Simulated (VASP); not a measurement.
Here is a VASP 6.6.1 calculation.

POSCAR

```
Rb
1.0
   -2.8025000000      2.8025000000      2.8025000000
    2.8025000000     -2.8025000000      2.8025000000
    2.8025000000      2.8025000000     -2.8025000000
Rb
1
Direct
    0.0000000000      0.0000000000      0.0000000000
```

Contents of INCAR.step1:

```
PREC     = Accurate       # precision mode
ENCUT    = 580            # plane-wave cutoff, eV
EDIFF    = 1E-8           # SCF threshold, eV
ISMEAR   = 1              # smearing method
SIGMA    = 0.2            # smearing width, eV
LREAL    = False          # projectors in reciprocal space
LASPH    = True           # aspherical terms in the spheres
NELM     = 100            # most SCF steps
ALGO     = Normal         # electronic algorithm
ISIF     = 3              # what is computed and relaxed
LWAVE    = False          # write WAVECAR
LCHARG   = False          # write CHGCAR
METAGGA  = R2SCAN         # meta-GGA
LMIXTAU  = True         
IVDW     = 12             # dispersion correction
VDW_S6   = 1.0          
VDW_S8   = 0.78981345   
VDW_A1   = 0.49484001   
VDW_A2   = 5.73083694   
IBRION   = 2              # ionic algorithm
NSW      = 40             # ionic steps
EDIFFG   = -0.002         # ionic threshold
```

The input INCAR.step2:

```
PREC     = Accurate       # precision mode
ENCUT    = 580            # plane-wave cutoff, eV
EDIFF    = 1E-8           # SCF threshold, eV
ISMEAR   = 1              # smearing method
SIGMA    = 0.2            # smearing width, eV
LREAL    = False          # projectors in reciprocal space
LASPH    = True           # aspherical terms in the spheres
NELM     = 100            # most SCF steps
ALGO     = Normal         # electronic algorithm
ISIF     = 2              # what is computed and relaxed
LWAVE    = False          # write WAVECAR
LCHARG   = False          # write CHGCAR
METAGGA  = R2SCAN         # meta-GGA
LMIXTAU  = True         
IVDW     = 12             # dispersion correction
VDW_S6   = 1.0          
VDW_S8   = 0.78981345   
VDW_A1   = 0.49484001   
VDW_A2   = 5.73083694   
IBRION   = 6              # ionic algorithm
NFREE    = 2            
POTIM    = 0.015          # step
NSW      = 1              # ionic steps
```

Contents of KPOINTS:

```
regular mesh
0
Gamma
  5 5 5
```

Potentials or basis: VASP PAW PBE potentials, release 64 (Rb_pv).

Run with:

```bash
$ cat potpaw_PBE.64/Rb_pv/POTCAR > POTCAR
$ cp INCAR.step1 INCAR
$ mpirun -np 1 vasp_std > vasp.out
$ cp CONTCAR POSCAR
$ cp INCAR.step2 INCAR
$ mpirun -np 1 vasp_std > vasp.out
```

(1) Estimate the dispersion energy per atom.

(2) What does it give for the relaxed volume?

Results:

(1) -0.046 eV.

(2) 91.79 Å³/atom.

Caveat: the PAW data sets were made with another functional, which shifts forces and pressure a little.
